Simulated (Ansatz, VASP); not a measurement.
BaTe in VASP and in Ansatz

File POSCAR:

```
BaTe
1.0
    0.0000000000      3.4378452458      3.4378452458
    3.4378452458      0.0000000000      3.4378452458
    3.4378452458      3.4378452458      0.0000000000
Ba Te
1 1
Direct
    0.0000000000      0.0000000000      0.0000000000
    0.5000000000      0.5000000000      0.5000000000
```

Contents of INCAR.step1:

```
ALGO     = Normal         # electronic algorithm
EDIFF    = 1E-4           # SCF threshold, eV
ENCUT    = 520            # plane-wave cutoff, eV
GGA      = PE             # functional
ISMEAR   = 0              # smearing method
LASPH    = True           # aspherical terms in the spheres
LCHARG   = False          # write CHGCAR
LREAL    = False          # projectors in reciprocal space
LWAVE    = True           # write WAVECAR
NBANDS   = 15             # bands
NELM     = 60             # most SCF steps
PREC     = Accurate       # precision mode
SIGMA    = 0.02           # smearing width, eV
```

The input INCAR.step2:

```
ALGO     = Normal         # electronic algorithm
EDIFF    = 1E-7           # SCF threshold, eV
ENCUT    = 520            # plane-wave cutoff, eV
ISIF     = 2              # what is computed and relaxed
ISMEAR   = 0              # smearing method
ISTART   = 1            
LASPH    = True           # aspherical terms in the spheres
LCHARG   = False          # write CHGCAR
LMIXTAU  = True         
LREAL    = False          # projectors in reciprocal space
LWAVE    = False          # write WAVECAR
METAGGA  = R2SCAN         # meta-GGA
NBANDS   = 15             # bands
NELM     = 60             # most SCF steps
PREC     = Accurate       # precision mode
SIGMA    = 0.02           # smearing width, eV
```

KPOINTS

```
k-points
0
Gamma
  8 8 8
```

Input for Ansatz:

```yaml
crystal:
  lattice:
    - [0.0, 3.4378452458, 3.4378452458]
    - [3.4378452458, 0.0, 3.4378452458]
    - [3.4378452458, 3.4378452458, 0.0]
  atoms:
    - { symbol: Ba, position: [0.0, 0.0, 0.0] }
    - { symbol: Te, position: [0.5, 0.5, 0.5] }
basis:
  ecutwfc: 500
kpoints:
  mp_grid: { grid: [8, 8, 8] }
  band_path: { path: [VBM, CBM], npoints: 2 }
hamiltonian:
  xc: r2scan
scf:
  occupations: { method: gaussian, width: 0.02 }
output:
  forces: true
  stress: true
  eigenvalues: true
checkpoint:
  read: start.run
  write: ck
  compress: false
  write_wavefunctions: false
  write_every: 100000
```

Alike in both runs: task single point; functional r2SCAN; k mesh 8 × 8 × 8; occupations gaussian, width 0.02 eV; no spin polarisation.

|  | VASP | Ansatz |
| --- | --- | --- |
| version | VASP 6.6.1 | Ansatz 0.2.0 |
| potentials or method | VASP PAW PBE potentials, release 64 (Ba_sv, Te) | scalar-relativistic, plane waves, PAW |
| plane-wave cutoff (eV) | 520 | 500 |
| valence electrons in the cell | 16 | 26 |

Ansatz gave:

- gap on the k mesh at the Fermi level (eV): 1.84
- least direct gap on the mesh (eV): 2.19
- pressure (GPa): 2.9

Question: Estimate VASP's values.

Answer: gap on the k mesh at the Fermi level (eV): 1.75; least direct gap on the mesh (eV): 2.13; pressure (GPa): 3.4.

The functional is the same, so the differences come from potentials, cutoffs and numerics. The two sets of potentials don't hold the same shells in valence.

Caveats: the PAW data sets were made with another functional, which shifts forces and pressure a little (VASP); spin-orbit coupling is left out, which moves the levels of the heavy elements. r2SCAN opens gaps a little over a GGA but as a rule still falls short of measured ones. A k mesh can miss the band edges.
